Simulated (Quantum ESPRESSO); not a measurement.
CoO:

```
Co O
1.0
     2.85630    0.00000    0.00000
    -1.42815    2.47363    0.00000
     0.00000    0.00000    2.78761
Co O
1 1
Direct
  0.00000 0.00000 0.00000
  0.66667 0.33333 0.50000
```

Measurements of this composition are mostly on another form, of space group No. 225.

Base run:

* Program: Quantum ESPRESSO 7.5
* Functional: LDA
* Potentials or basis: SSSP 1.3 efficiency PBE
* Cutoff: 748 eV
* Density cutoff: 5987 eV
* k mesh: 11 × 11 × 10
* Occupations: fermi-dirac, width 0.05 eV
* Spin: collinear spin, ferromagnetic start
* Starting moments: [2.0, 0.0] μB
* Hubbard terms: Co d U = 2 eV

Its results: band gap on the k mesh none (metal or under the smearing width); pressure -20.5 GPa; net moment 3.00 μB per cell; site moments Co +2.55; O +0.37 μB.

Problem. The run is repeated on the same cell with these changes: hubbard terms from Co d U = 2 eV to Co d U = 8 eV. What comes out?

Solution. Band gap on the k mesh none (metal or under the smearing width); pressure -11.9 GPa; net moment 3.00 μB per cell; site moments Co +2.64; O +0.26 μB.

Caveats: the potentials were made for another functional, which shifts forces and pressure; a cell with one magnetic atom can't hold antiferromagnetic order, which such compounds often take.

Not every run made on this cell is shown here.
